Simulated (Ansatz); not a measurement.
# How the conductance of Cu/BN/Ni changes with thickness, part 8 of 8

Aim: the conductance of Cu/BN/Ni junctions as the barrier thickens. The lower electrode is Cu fcc(111), the upper one Ni fcc(111); the barrier is BN zinc blende(111) (whole bilayers). In the first transport cell, after relaxation, the nearest pair of electrode and barrier is Cu–N at 1.99 Å, along the normal, at the lower face and Ni–B at 2.40 Å, at a slant, at the upper one. All share a net of side 2.567 Å, which strains the lower electrode by +0.0 %, the upper one by +3.1 % and the barrier by +0.0 %, against typed lattice constants near PBE's. The first steps treat the bulk electrodes alone.

Ansatz 0.2.0; PBE DFT, plane waves, PAW files (the session's first sound run).

So far, conductance g0 of the lead (G₀): step 16 (the same cell, other settings, 26 atoms …) 0.805.

## (17) The same cell, other settings, 22 atoms

This step: PBE DFT, plane waves, PAW files; ballistic transmission by layer matching between semi-infinite leads; changed: scf.convergence.dr2_threshold = 1e-08, hamiltonian.xc = "pbe" (Ansatz 0.2.0).

System of this step: Cu/BN/Ni. The cell holds 22 atoms: 8 Cu, 2 N, 2 B and 10 Ni. Cell: a = 2.567 Å, b = 2.567 Å, c = 53.080 Å, α = 90.0°, β = 90.0°, γ = 120.0°. Regions: left electrode, 8 atoms (8 Cu); barrier, 4 atoms (2 N and 2 B); right electrode, 10 atoms (10 Ni). Vacuum lies along c.

This run repeats an earlier one, its twin (the conductance run, 4 atomic planes between the electrodes), with one setting changed (scf.convergence.dr2_threshold; files written aside). It is meant to test whether the numerical route changes the result or only the time. Where the input is shown as a difference, that is against the step before, not the twin.

Contents of input.yaml:

```yaml
crystal:
  lattice:
    - [2.567, 0.0, 0.0]
    - [-1.2835, 2.2230872115, 0.0]
    - [0.0, 0.0, 53.080262286]
  atoms:
    - { symbol: Cu, position: [0.66666667, 0.33333333, 0.1318757613] }
    - { symbol: Cu, position: [0.0, 0.0, 0.1713372795] }
    - { symbol: Cu, position: [0.33333333, 0.66666667, 0.2107987977] }
    - { symbol: Cu, position: [0.66666667, 0.33333333, 0.2502603159] }
    - { symbol: Cu, position: [0.0, 0.0, 0.2897218341] }
    - { symbol: Cu, position: [0.33333333, 0.66666667, 0.3291833523] }
    - { symbol: Cu, position: [0.66666667, 0.33333333, 0.3686448705] }
    - { symbol: Cu, position: [0.0, 0.0, 0.4075852675] }
    - { symbol: "N", position: [0.0, 0.0, 0.4451569874] }
    - { symbol: B, position: [0.33333333, 0.66666667, 0.4534250718] }
    - { symbol: "N", position: [0.33333333, 0.66666667, 0.4844943294] }
    - { symbol: B, position: [0.66666667, 0.33333333, 0.4940138932] }
    - { symbol: Ni, position: [0.0, 0.0, 0.5295901048], spin: 0.7 }
    - { symbol: Ni, position: [0.33333333, 0.66666667, 0.567337419], spin: 0.7 }
    - { symbol: Ni, position: [0.66666667, 0.33333333, 0.6049357714], spin: 0.7 }
    - { symbol: Ni, position: [0.0, 0.0, 0.6425341239], spin: 0.7 }
    - { symbol: Ni, position: [0.33333333, 0.66666667, 0.6801324764], spin: 0.7 }
    - { symbol: Ni, position: [0.66666667, 0.33333333, 0.7177308288], spin: 0.7 }
    - { symbol: Ni, position: [0.0, 0.0, 0.7553291813], spin: 0.7 }
    - { symbol: Ni, position: [0.33333333, 0.66666667, 0.7929275338], spin: 0.7 }
    - { symbol: Ni, position: [0.66666667, 0.33333333, 0.8305258862], spin: 0.7 }
    - { symbol: Ni, position: [0.0, 0.0, 0.8681242387], spin: 0.7 }
magnetization:
  spin_polarized: true
kpoints:
  mp_grid: { grid: [12, 12, 1] }
scf:
  occupations: { method: fermi_dirac, width: 0.1 }
  max_iter: 150
  convergence: { dr2_threshold: 1.0e-08 }
hamiltonian:
  xc: pbe
output:
  transmission:
    kmesh: [36, 36]
    e_range: [-0.26, 0.27]
    de: 0.0375
    leads: [[3, 4], [17, 18]]
```

Launch:

```sh
> ansatz run input.yaml --threads 4 --pin off --max-ram 12288MiB --backend cpu --events-out ev --progress --plain --runs-dir out
```

Numbers of over 12 decimals in the logs are rounded to 6 here.

The program printed:

```text
[...]
Crystal: 22 atoms, lattice volume = 302.911 Å³
Basis set: ecut = 420 eV, 6075 PW (Γ)
Bands: 213, of which v1, the nominal top of the filled ones, is band 174 counted from 1 (173 counted from 0)
Symmetry: 6 space group operations
[...]
k-points: 19 of 144 (time reversal used)
[...]
Starting moments: Σ|m| = 7 μB on 10 of 22 sites
[...]
SCF iter   1: F=—  HF=-112478.542082 eV  |F-HF|=—  |Δ(HF+E_count)|=         —  Δρ=1.84e-1 (↑1.65e-1 ↓1.84e-1)  dr2=8.28e3  dr2_m=6.12e0  M=1.208 μB ∫|m|=1.422 μB  β_m=0.30  ethr=3.10e-3  ⟨swp⟩=6.3  Hψ=30579  notcnv=0  defer=385
[...]
SCF iter  25: F=-112480.019683 eV  HF=-112480.019683 eV  |F-HF|=5.20e-9  |Δ(HF+E_count)|=  2.47e-10  Δρ=3.95e-7 (↑1.39e-7 ↓3.95e-7)  dr2=5.02e-9  dr2_m=5.41e-11  M=6.131 μB ∫|m|=7.064 μB  ethr=2.87e-12  ⟨swp⟩=12.0  Hψ=31908  notcnv=0
SCF 1 converged in 25 iterations: F = -112480.019683 eV  dr2 = 5.02e-9
[...]
transmission: 918 of 9144 steps passed
transmission: 1830 of 9144 steps passed
[...]
transmission: 9144 of 9144 steps passed
SCF converged after 25 iterations
Magnetization: 6.1308 μB (177.0654 up, 170.9346 down)
Absolute magnetization: 7.0711 μB (∫|ρ↑−ρ↓|, with the PAW one-centre terms)
[...]
Per-site moments (μB) at R_I (Å): [(2.8209430089217076e-5, 1.058443), (2.313671827366007e-5, 1.058443), (3.591721133803389e-5, 1.058443), (4.055505872333978e-5, 1.058443), (2.598996596250267e-5, 1.058443), (8.1072999713917e-5, 1.058443), (0.000252333, 1.049150), (0.000672477, 0.822656), (-0.000110014, 0.637590), (-0.00065164, 0.637590), (-0.00126951, 0.645905), (-0.00618364, 0.645905), (0.258604, 0.990217), (0.654154, 1.025412), (0.695686, 1.025412), (0.690645, 1.025412), (0.687772, 1.025412), (0.688004, 1.025412), (0.687538, 1.025412), (0.691291, 1.025412), (0.738682, 1.025412), (0.747381, 1.025412)]
Free energy (F): -112480.019683 eV
[...]
Internal energy: -112479.359616 eV  (E = F + TS)
E sigma→0 (E₀):  -112479.689650 eV
Entropy (-TS):   -0.660067 eV (-30.003 meV/atom)
Fermi energy:    11.498984 eV
[...]
--- Band table (eV; the first three rows and the last of 38) ---
  k-point 0 ↑: bands = [... 170 lower, 10.2585, 10.3325, 10.3325, 10.4497, 10.4497, 10.4906, 10.4906, 10.6054, ... 35 higher]
  k-point 1 ↑: bands = [... 170 lower, 10.3142, 10.3167, 10.3321, 10.3749, 10.3883, 10.4582, 10.4741, 10.5636, ... 35 higher]
  k-point 2 ↑: bands = [... 170 lower, 10.2540, 10.3685, 10.3692, 10.4426, 10.5143, 10.5183, 10.6419, 10.7086, ... 35 higher]
  k-point 18 ↓: bands = [... 170 lower, 13.5726, 14.7634, 14.7650, 14.7921, 14.9204, 14.9237, 15.1443, 15.2427, ... 35 higher]
--- Transmission ---
  basis      : 55 plane waves across, 36 finite elements along
  points     : 127, standing for a mesh of 36 x 36
[...]
filled         : 25.6 meV under the level at which it is neutral
    channels       : 7.939815e-1 up, 7.939815e-1 down
[...]
slowest decay  : 0.0768 /Å at (0.0833, 0.0000)
[...]
filled         : 16.1 meV under the level at which it is neutral
    channels       : 6.697531e-1 up, 1.821759e0 down
[...]
slowest decay  : 0.0693 /Å at (0.2500, 0.1944)
  junction   : crystal 0 to crystal 1, 13.63 to 35.79 Å
    transmission   : 1.592853e-1 up, 1.624944e-1 down
[...]
resistance     : 3.6982e-3 Ω µm² beyond half of each lead's own
```

It took 7.8 min on 4 threads of Arm Neoverse V1, shared host; peak memory 2.6 GiB; 29 min of CPU time.

This step gave:

| Property | Result |
| --- | --- |
| free energy | -112480.0197 eV |
| Fermi energy | 11.50 eV |
| magnetization | 6.131 μB |
| absolute magnetization | 7.071 μB |
| transmission at the Fermi level, spin up | 0.1593 |
| transmission at the Fermi level, spin down | 0.1625 |
| potential step in the lower lead | 24.3 meV |
| ballistic conductance of the lower lead | 1.07e15 S/m² |
| potential step in the upper lead | 2.9 meV |
| ballistic conductance of the upper lead | 1.69e15 S/m² |
| junction conductance | 2.20e14 S/m² |
| error estimates by source, in the log's order | 0.2, 0.9, 2.9, 6.7, 2 % |
| resistance-area product beyond the leads | 0.003698 Ω um² |

Each spin. Transmission, zone mean against energy, zero at the Fermi level:

| energy (eV) | transmission, up | transmission, down |
| --- | --- | --- |
| -0.260 | 0.181 | 0.212 |
| -0.223 | 0.176 | 0.191 |
| -0.185 | 0.172 | 0.186 |
| -0.147 | 0.169 | 0.193 |
| -0.110 | 0.175 | 0.177 |
| -0.072 | 0.171 | 0.173 |
| -0.035 | 0.164 | 0.168 |
| 0.003 | 0.159 | 0.162 |
| 0.040 | 0.155 | 0.158 |
| 0.077 | 0.151 | 0.154 |
| 0.115 | 0.149 | 0.147 |
| 0.152 | 0.151 | 0.141 |
| 0.190 | 0.149 | 0.133 |
| 0.228 | 0.144 | 0.125 |
| 0.265 | 0.139 | 0.121 |

Each spin. The open channels, zone mean by energy, zero at the Fermi level:

| energy (eV) | lower lead, up | upper lead, up | lower lead, down | upper lead, down |
| --- | --- | --- | --- | --- |
| -0.260 | 0.780 | 0.596 | 0.780 | 1.53 |
| -0.223 | 0.780 | 0.628 | 0.780 | 1.48 |
| -0.185 | 0.780 | 0.633 | 0.780 | 1.53 |
| -0.147 | 0.780 | 0.633 | 0.780 | 1.61 |
| -0.110 | 0.785 | 0.642 | 0.785 | 1.62 |
| -0.072 | 0.785 | 0.642 | 0.785 | 1.73 |
| -0.035 | 0.785 | 0.660 | 0.785 | 1.74 |
| 0.003 | 0.794 | 0.670 | 0.794 | 1.82 |
| 0.040 | 0.794 | 0.679 | 0.794 | 1.93 |
| 0.077 | 0.803 | 0.693 | 0.803 | 2.02 |
| 0.115 | 0.822 | 0.698 | 0.822 | 2.09 |
| 0.152 | 0.822 | 0.698 | 0.822 | 1.98 |
| 0.190 | 0.822 | 0.707 | 0.822 | 1.85 |
| 0.228 | 0.822 | 0.715 | 0.822 | 1.58 |
| 0.265 | 0.822 | 0.725 | 0.822 | 1.38 |

Transmission over k1 and k2. At 0.0025 eV from the Fermi level, spin up.

Ten even steps from '0' (0.000) to '9' (0.556), each cell a mean:
```
375310000000000025660000000000000000
033431111111111123442000000000000000
002311111122221111122100000000000000
000211122334443322111110000000000000
000211233455666554332111000000000000
000212345667888877654322210000000000
000212346788999999887653221000000000
000212356789999999999876432110000000
001212346789996323479998653211100000
133211235789994000004899875321113221
673511124679997000000289987532112457
334341112467999610000059998653211335
000011111346789985100059998754211210
000000012124578999976789998764321200
000000000122345788999999998764321200
000000000001223456788898887654321200
000000000000121234456677666543211200
000000000000001111233444444332111200
000000000000000111111222222211111210
000000000000000024321112222211112431
100000000000000006542100000000012346
630000000000000005761000000000000036
```
Columns: k1 (b1) from -0.5 to 0.472; rows upwards: k2 (b2) from -0.5 to 0.472.

Transmission over k1 and k2. At 0.0025 eV from the Fermi level, spin dn.

Values, 12 rows by 16 columns, each cell a mean:
```
0.074 0.088 0.076 0.064 0.058 0.062 0.068 0.097 0.091 0.016 0.003 0.000 0.000 0.000 0.002 0.005
0.027 0.090 0.051 0.091 0.123 0.136 0.123 0.076 0.074 0.066 0.015 0.000 0.000 0.000 0.000 0.001
0.030 0.079 0.101 0.191 0.301 0.368 0.369 0.304 0.198 0.118 0.077 0.029 0.003 0.000 0.000 0.000
0.027 0.078 0.135 0.297 0.463 0.571 0.618 0.593 0.500 0.360 0.196 0.094 0.044 0.006 0.000 0.000
0.029 0.086 0.124 0.305 0.526 0.651 0.527 0.358 0.523 0.615 0.458 0.244 0.099 0.070 0.021 0.005
0.113 0.089 0.070 0.209 0.449 0.628 0.357 0.000 0.013 0.348 0.622 0.449 0.211 0.070 0.086 0.076
0.018 0.061 0.074 0.104 0.284 0.508 0.625 0.285 0.000 0.095 0.609 0.578 0.351 0.143 0.078 0.086
0.005 0.003 0.019 0.068 0.118 0.279 0.477 0.610 0.605 0.595 0.652 0.587 0.408 0.206 0.089 0.059
0.007 0.000 0.000 0.009 0.050 0.098 0.197 0.340 0.468 0.542 0.542 0.468 0.336 0.186 0.093 0.049
0.005 0.000 0.000 0.000 0.004 0.036 0.083 0.091 0.169 0.248 0.288 0.267 0.189 0.104 0.074 0.061
0.007 0.000 0.000 0.000 0.000 0.000 0.025 0.087 0.072 0.081 0.091 0.097 0.086 0.066 0.087 0.074
0.053 0.008 0.001 0.004 0.005 0.002 0.006 0.029 0.126 0.052 0.039 0.034 0.038 0.044 0.051 0.088
```
Columns: k1 (b1) from -0.5 to 0.472; rows upwards: k2 (b2) from -0.5 to 0.472.

The conductance is 2.2e14 S/m² against 2.2e14 S/m² in the twin: no change within 1 %.

## (18) Results

- 1/G at 6.48 Å gap: 0.00454 Ω um²
- 1/G at 23.3 Å gap: 11.2 Ω um²
- decay constant β: 0.46 Å⁻¹

A fit of ln G against d gives β = 0.46 Å⁻¹, and step by step the slopes are 0.47, 0.47, 0.46, 0.46, 0.46, 0.46 and 0.46 Å⁻¹. They agree within a fifth, so G falls as one exponential, by a factor of ten every 5.0 Å. A transmission of 0.045 across 11 Å is too high for tunnelling deep in a gap, so the spacer works as a low barrier at best. A semilocal functional narrows gaps, which tends to make the decay too slow. The program's largest error estimate on these conductances is 25 %, from the leads' potential steps, in the run that gave 9.0e10 S/m². In 6 of these 8 runs a lead's potential steps by more than 25 meV, which the program flags as too much. No spin-orbit coupling, phonons, disorder or image charges enter; the interfaces are ordered, one cell wide and lattice-matched by strain. Semilocal gaps are too small, which can bring a band edge of the barrier nearer to the Fermi level than it is.

[Logs are printed without paths, hosts, clocks, repeated set-up lines and the standing remarks that a program may print on its own settings, such as how far it seeks lower states.]

[Hosts, paths, dates, database ids (printed as entryN), source tags and the programs' standing remarks are cut or masked in the printed files.]
